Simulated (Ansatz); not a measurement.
A series in volume scale on Ta

Results calculated with Ansatz 0.2.0, not measured. Plane-wave DFT, scalar-relativistic PAW made under PBE with cores redone for the functional, no dispersion; the given relaxed cell is scaled uniformly, energy at zero smearing counts from the unscaled cell, pressure at the given Fermi-Dirac smearing is positive in compression.

The cell before it is scaled or strained (space group P6_3/mmc, No. 194):
```
Ta
1.0
      2.8987     0.0000     0.0000
     -1.4493     2.5103     0.0000
      0.0000     0.0000     5.1509
Ta
2
Direct
  0.33333 0.66667 0.25000
  0.66667 0.33333 0.75000
```

Settings of every row: spin polarised no; functional PBE; wave cutoff 420 eV; smearing width 0.1 eV; k mesh 20x20x10.

Atom starting moment: 0 on all atoms.

Limits: no spin-orbit coupling, which can matter with elements this heavy; the cell comes from a prototype or a list of computed structures and needn't be the stable phase.

```
row  volume scale  V (Å³/atom)  energy change per atom (meV)  pressure (GPa)
  1          0.88       16.492                        193.63           30.81
  2          0.92       17.241                         80.04            18.6
  3          0.96       17.991                         18.54            8.52
  4          1.04        19.49                             ?               ?
  5          1.08        20.24                         63.07          -12.32
  6          1.12       20.989                        133.31          -16.98
```

Question: what energy change per atom and pressure should row 4 give?

Worked fit of energy change per atom. Take u = (V_r/V)^(2/3) − 1 with V_r = 17.991 Å³ an atom, which is twice the finite (Eulerian) strain; such expansions in the strain, on which the Birch-Murnaghan equation of state is built, carry the rest volume and the bulk modulus. The shown rows have u = 0.05971, 0.02879, 0, -0.07552, -0.09765. Least squares give energy change per atom = 18.513 + 1376.64 × u + 26108.3 × u² meV; a straight line predicts inner rows, each left out in turn, worse (root mean square 69 against 0.44 meV). The rows lie off it by -0.17, 0.25, 0.03, -0.38, 0.27 (root mean square 0.25 meV). Its lowest point lies at u = -0.0264, or V = 18.73 Å³ an atom, and the curvature there gives the bulk modulus at fixed shape and fractions, B = (4/9)(1 + u)² E″(u)/V = 188 GPa. Letting shape and atoms relax would as a rule lower it, by much in layered, chain or molecular crystals. The withheld row has u = -0.05195, so the fit gives 18.513 + 1376.64 × (-0.05195) + 26108.3 × (-0.05195)² = 17.46 meV.

The calculation gave 16.91 meV. The fit lies 0.55 meV (3.3 % of the value, 0.31 % of the column's range) above it; its largest miss of a shown row is 0.38 meV.

Worked fit of pressure. Take u = (V_r/V)^(2/3) − 1 with V_r = 17.991 Å³ an atom, which is twice the finite (Eulerian) strain; such expansions in the strain, on which the Birch-Murnaghan equation of state is built, carry the rest volume and the bulk modulus. The shown rows have u = 0.05971, 0.02879, 0, -0.07552, -0.09765. Least squares give pressure = 8.525 + 330.39 × u + 712 × u² GPa; a straight line predicts inner rows, each left out in turn, worse (root mean square 1.9 against 0.052 GPa). The rows lie off it by 0.02, -0.03, -0.01, 0.05, -0.03 (root mean square 0.031 GPa). The pressure vanishes at u = -0.0274, or V = 18.76 Å³ an atom, and there the bulk modulus at fixed shape and fractions is B = −V dP/dV = (2/3)(1 + u) dP/du = 189 GPa. Letting shape and atoms relax would as a rule lower it, by much in layered, chain or molecular crystals. The withheld row has u = -0.05195, so the fit gives 8.525 + 330.39 × (-0.05195) + 712 × (-0.05195)² = -6.72 GPa.

The calculation gave -6.66 GPa. The fit lies 0.06 GPa (0.13 % of the column's range) below it; its largest miss of a shown row is 0.05 GPa.
